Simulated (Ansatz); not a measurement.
The system is BaTiO3.

```
Ba Ti O
1.0
     3.99980    0.00000    0.00000
     0.00000    3.99980    0.00000
     0.00000    0.00000    4.01800
Ba Ti O
1 1 3
Direct
  0.00000 0.00000 0.00000
  0.50000 0.50000 0.49000
  0.00000 0.50000 0.51700
  0.50000 0.00000 0.51700
  0.50000 0.50000 0.01900
```

| Quantity | Value |
| --- | --- |
| Program | Ansatz 0.2.0 |
| Task | relaxation of cell and atoms |
| Functional | BLYP |
| Dispersion | D4 |
| Potentials or basis | Ansatz PAW |
| Cutoff | 420 eV (not typed: the program's choice for these potentials) |
| k mesh | 7 × 7 × 7 |
| Occupations | fermi-dirac, width 0.05 eV |
| Spin | no spin polarisation |

At the start: volume 12.86 Å³/atom.

**Question.** Where does the relaxation end?

**Answer.** It ends after 15 steps and the volume is 13.37 Å³/atom (+4.0 %); space group P4mm (No. 99, to 0.05 Å).

The path:
| step | energy change (eV) | largest force (eV/Å) | volume (Å³) |
| --- | --- | --- | --- |
| 1 | 0.0000 | 0.3068 | 64.28 |
| 2 | -0.0075 | 0.3309 | 65.49 |
| 3 | -0.0091 | 0.2408 | 65.43 |
| 4 | -0.0122 | 0.2386 | 65.36 |
| 5 | -0.0240 | 0.2317 | 65.34 |
| 6 | -0.0282 | 0.0326 | 66.36 |
| 7 | -0.0283 | 0.0064 | 66.40 |
| 8 | -0.0283 | 0.0107 | 66.41 |
| 9 | -0.0284 | 0.0010 | 66.40 |
| 10 | -0.0406 | 0.0017 | 66.40 |
| 11 | -0.0401 | 0.0294 | 66.79 |
| 12 | -0.0401 | 0.0035 | 66.81 |
| 13 | -0.0419 | 0.0037 | 66.81 |
| 14 | -0.0417 | 0.0025 | 66.86 |
| 15 | -0.0419 | 0.0025 | 66.86 |

Final structure:
```yaml
crystal:
  lattice:
    - [3.98281, 0.00000, 0.00000]
    - [0.00000, 3.98281, 0.00000]
    - [0.00000, 0.00000, 4.21515]
  atoms:
    - { symbol: Ba, position: [0.00000, 0.00000, 0.98733] }
    - { symbol: Ti, position: [0.50000, 0.50000, 0.47156] }
    - { symbol: O, position: [0.00000, 0.50000, 0.52116] }
    - { symbol: O, position: [0.50000, 0.00000, 0.52116] }
    - { symbol: O, position: [0.50000, 0.50000, 0.04179] }
```

Caveat: the plane-wave basis is chosen anew once the cell has moved, so the energies of steps on either side of that aren't comparable; the pressure holds a Pulay correction of +0.6 GPa for the finite cutoff; the PAW data sets come from PBE, with cores solved anew for the run's functional, which leaves a small shift of forces and pressure.
